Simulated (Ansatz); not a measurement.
Band table of Ta (simple hexagonal type)

```yaml
crystal:
  lattice:
    - [2.13187, 0.00000, 0.00000]
    - [-1.06594, 1.84625, 0.00000]
    - [0.00000, 0.00000, 2.00960]
  atoms:
    - { symbol: Ta, position: [0.00000, 0.00000, 0.00000] }
```

The cell comes from a relaxation on PAW files under the same functional, begun from a prototype that needn't be the stable phase.

All numbers are PBE results (scalar-relativistic) from Ansatz 0.2.0, with a Γ-centred 17×17×16 k mesh, Fermi–Dirac smearing of 0.05 eV, no spin polarisation. Methods: LAPW: all electrons, basis error target 1 meV/atom.

This run: volume at 0.4 of the series' base cell.

Spin–orbit coupling is left out, which matters for the heavy atoms.

Path points, in fractions of the reciprocal vectors: Γ (0.000, 0.000, 0.000), M (0.500, 0.000, 0.000), K (0.333, 0.333, 0.000), A (0.000, 0.000, 0.500), L (0.500, 0.000, 0.500), H (0.333, 0.333, 0.500). Levels in eV from the Fermi level; bands 14 to 25, counted from the lowest band of the run. The gap is zero, the pressure 885.7 GPa.

```
# k(1/Å) point b14 b15 b16 b17 b18 b19 b20 b21 b22 b23 b24 b25
0.000 Γ -20.15 -19.43 -19.43 -19.37 -19.37 -19.04 -18.83 -9.80 -8.99 -1.93 -1.93 13.82
0.425 - -20.05 -19.60 -19.48 -19.38 -19.33 -19.02 -18.97 -9.05 -7.16 -3.02 -0.04 12.74
0.851 - -19.90 -19.73 -19.62 -19.41 -19.24 -19.14 -18.97 -8.54 -7.34 1.04 4.98 7.65
1.276 - -20.05 -19.77 -19.43 -19.37 -19.20 -19.14 -18.89 -10.79 -5.44 3.95 5.92 11.81
1.702 M -20.11 -19.83 -19.44 -19.21 -19.17 -19.10 -18.85 -11.69 -4.41 2.60 6.86 12.92
1.947 - -20.10 -19.84 -19.43 -19.34 -19.16 -19.11 -18.86 -10.40 -4.31 2.80 6.46 11.94
2.193 - -20.07 -19.86 -19.56 -19.39 -19.15 -19.14 -18.86 -7.20 -4.04 3.41 5.10 9.79
2.438 - -20.01 -19.89 -19.71 -19.33 -19.21 -19.11 -18.86 -3.94 -3.01 2.83 4.39 7.52
2.684 K -19.95 -19.95 -19.75 -19.27 -19.27 -19.09 -18.86 -3.69 0.27 0.27 5.71 5.71
3.175 - -20.03 -19.80 -19.64 -19.36 -19.20 -19.20 -18.87 -4.61 -3.87 0.82 4.47 9.10
3.666 - -19.92 -19.74 -19.49 -19.40 -19.36 -19.23 -18.94 -6.84 -5.33 -2.54 6.84 8.90
4.158 - -20.02 -19.65 -19.48 -19.38 -19.32 -19.02 -19.01 -8.85 -6.39 -3.81 0.94 11.99
4.649 Γ -20.15 -19.43 -19.43 -19.37 -19.37 -19.04 -18.83 -9.80 -8.99 -1.93 -1.93 13.82
5.040 - -20.13 -19.41 -19.41 -19.40 -19.38 -19.38 -18.83 -8.72 -5.98 -1.57 -1.57 13.37
5.431 - -20.10 -19.86 -19.51 -19.51 -19.23 -19.23 -18.83 -7.15 -0.63 -0.63 0.74 8.61
5.821 - -20.15 -20.06 -19.60 -19.60 -19.05 -19.05 -18.83 -5.12 0.44 0.44 4.11 5.03
6.212 A -20.26 -20.05 -19.64 -19.64 -18.96 -18.96 -18.83 -3.94 0.94 0.94 3.71 3.71
6.638 - -20.22 -19.95 -19.67 -19.58 -19.04 -19.02 -18.92 -2.83 -2.40 0.56 2.80 2.81
7.063 - -20.13 -19.71 -19.67 -19.44 -19.26 -19.14 -18.95 -8.64 -4.64 1.03 6.54 7.75
7.488 - -20.06 -19.59 -19.43 -19.35 -19.30 -19.18 -18.95 -12.89 -6.95 -0.43 9.02 14.37
7.914 L -20.06 -19.49 -19.41 -19.26 -19.23 -19.13 -18.95 -14.59 -7.81 -0.97 8.33 18.74
8.159 - -20.04 -19.52 -19.43 -19.29 -19.25 -19.12 -19.01 -14.32 -6.59 -2.73 10.66 15.79
8.405 - -19.96 -19.61 -19.47 -19.41 -19.23 -19.11 -19.10 -13.56 -5.82 -3.42 11.67 15.44
8.651 - -19.83 -19.67 -19.55 -19.53 -19.21 -19.15 -19.09 -12.38 -8.66 0.71 7.86 18.86
8.896 H -19.70 -19.67 -19.67 -19.60 -19.18 -19.18 -19.08 -10.81 -10.81 4.54 4.54 17.86
9.387 - -19.86 -19.78 -19.60 -19.32 -19.22 -19.19 -19.09 -12.27 -6.73 -0.21 5.42 21.43
9.879 - -20.07 -19.75 -19.56 -19.38 -19.35 -19.13 -19.04 -9.54 -1.89 -1.86 2.01 13.66
10.370 - -20.21 -19.92 -19.68 -19.56 -19.08 -18.99 -18.98 -3.72 -1.40 -0.63 2.27 4.01
10.861 A -20.26 -20.05 -19.64 -19.64 -18.96 -18.96 -18.83 -3.94 0.94 0.94 3.71 3.71
```
